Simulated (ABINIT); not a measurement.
Ti:

```
CELL_PARAMETERS angstrom
0.00000 2.03000 2.03000
2.03000 0.00000 2.03000
2.03000 2.03000 0.00000
ATOMIC_POSITIONS crystal
Ti 0.00000 0.00000 0.00000
```

This isn't the form of Ti at room conditions, which is hcp.

Base run:

* Program: ABINIT 10.8.3 (patched build)
* Functional: revPBE
* Potentials or basis: JTH PAW PBE v2.0
* Cutoff: 490 eV
* k mesh: 11 × 11 × 11
* Occupations: fermi-dirac, width 0.05 eV
* Spin: no spin polarisation

Its results: band gap on the k mesh none (metal or under the smearing width); pressure 6.8 GPa.

After a change of settings the same cell gave: band gap on the k mesh none (metal or under the smearing width); pressure -0.2 GPa. Which change was it?
A. functional from revPBE to LDA
B. functional from revPBE to PW91
C. functional from revPBE to RPBE
D. functional from revPBE to WC

D.

WC binds more tightly than revPBE, so the same cell stands under less pressure.

Caveats: the PAW data sets were made with another functional, which shifts forces and pressure a little.

Runs at the PBE level aren't shown here.
